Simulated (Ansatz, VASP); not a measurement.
One calculation of GaAs, two programs

INCAR

```
PREC = Accurate ; ENCUT = 520
EDIFF = 1E-6 ; ISMEAR = 0
SIGMA = 0.1 ; LREAL = F
LASPH = T ; NELM = 80
ALGO = Normal ; ISIF = 2
LWAVE = F ; LCHARG = F
GGA = PE ; NBANDS = 16
```

The input KPOINTS:

```
regular mesh
0
Gamma
  6 6 6
```

Contents of POSCAR:

```
GaAs
1.0
    0.0000000000      2.8268500000      2.8268500000
    2.8268500000      0.0000000000      2.8268500000
    2.8268500000      2.8268500000      0.0000000000
Ga As
1 1
Direct
    0.0000000000      0.0000000000      0.0000000000
    0.7500000000      0.7500000000      0.7500000000
```

Input for Ansatz:

```yaml
crystal:
  lattice:
    - [0.0, 2.82685, 2.82685]
    - [2.82685, 0.0, 2.82685]
    - [2.82685, 2.82685, 0.0]
  atoms:
    - { symbol: Ga, position: [0.0, 0.0, 0.0] }
    - { symbol: As, position: [0.75, 0.75, 0.75] }
basis:
  ecutwfc: 420
kpoints:
  mp_grid: { grid: [6, 6, 6] }
hamiltonian:
  xc: pbe
scf:
  occupations: { method: gaussian, width: 0.1 }
output:
  forces: true
  stress: true
  eigenvalues: true
```

Alike in both runs: task single point; functional PBE; k mesh 6 × 6 × 6; occupations gaussian, width 0.1 eV; no spin polarisation.

|  | VASP | Ansatz |
| --- | --- | --- |
| version | VASP 6.6.1 | Ansatz 0.2.0 |
| potentials or method | VASP PAW PBE potentials, release 64 (Ga_d, As) | scalar-relativistic, plane waves, PAW |
| plane-wave cutoff (eV) | 520 | 420 |
| valence electrons in the cell | 18 | 28 |

```csv
,VASP,Ansatz,Ansatz less VASP
gap on the k mesh at the Fermi level (eV),0.52,0.51,-0.004
least direct gap on the mesh (eV),0.52,0.51,-0.004
pressure (GPa),3.4,3.3,-0.17
```

The two sets of potentials don't hold the same shells in valence.

A k mesh can miss the band edges. Expect the measured gap to be larger: semilocal functionals such as PBE lack the derivative discontinuity.
